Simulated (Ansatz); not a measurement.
# PbO2: the cost of one run

Method: DFT PBE+D3(BJ), scalar-relativistic, plane waves, PAW, in Ansatz 0.2.0.

## (1) The structure to begin with

The structure is trigonal, space group R-3m (No. 166). Conventional cell: a = 3.454 Å, b = 3.454 Å, c = 15.246 Å, α = 90.00°, β = 90.00°, γ = 120.00°. Pb (site symmetry -3m) is surrounded by 6 O at 2.45 Å. O (site symmetry 3m) is surrounded by 3 Pb at 2.45 Å.

As a file:

```
Pb O
1.0
     1.72725    0.99723    5.08187
    -1.72725    0.99723    5.08187
     0.00000   -1.99446    5.08187
Pb O
1 2
Cartesian
  0.0000 0.0000 7.6228
  0.0000 0.0000 11.2818
  0.0000 0.0000 3.9638
```

The cell is invented: close-packed anion layers stacked AB|C, with sites between them filled layer by layer (R-3m, No. 166). Its size is a rough estimate.

## (2) The guess as it stands, on a coarse mesh

Contents of input.yaml:

```yaml
crystal:
  lattice:
    - [1.72725, 0.99722825, 5.08186716]
    - [-1.72725, 0.99722825, 5.08186716]
    - [0.0, -1.9944565, 5.08186716]
  atoms:
    - { symbol: Pb, position: [0.5, 0.5, 0.5] }
    - { symbol: O, position: [0.74000152, 0.74000152, 0.74000152] }
    - { symbol: O, position: [0.25999848, 0.25999848, 0.25999848] }
basis:
  ecutwfc: 420
kpoints:
  mp_grid: { grid: [6, 6, 6] }
hamiltonian:
  xc: pbe
  dispersion: d3bj
scf:
  occupations: { method: gaussian, width: 0.1 }
  lower_state_search: "off"
output:
  forces: true
  stress: true
  eigenvalues: true
```

Launch:

```console
> ansatz run input.yaml --threads 1 --pin off --max-ram 2048MiB --backend cpu --events-out ev --progress --plain --runs-dir out
```

Q: Estimate wall time and peak memory on 1 thread of Arm Neoverse V2, shared host.

About 1.3 s, with a peak of 0.3 GiB.
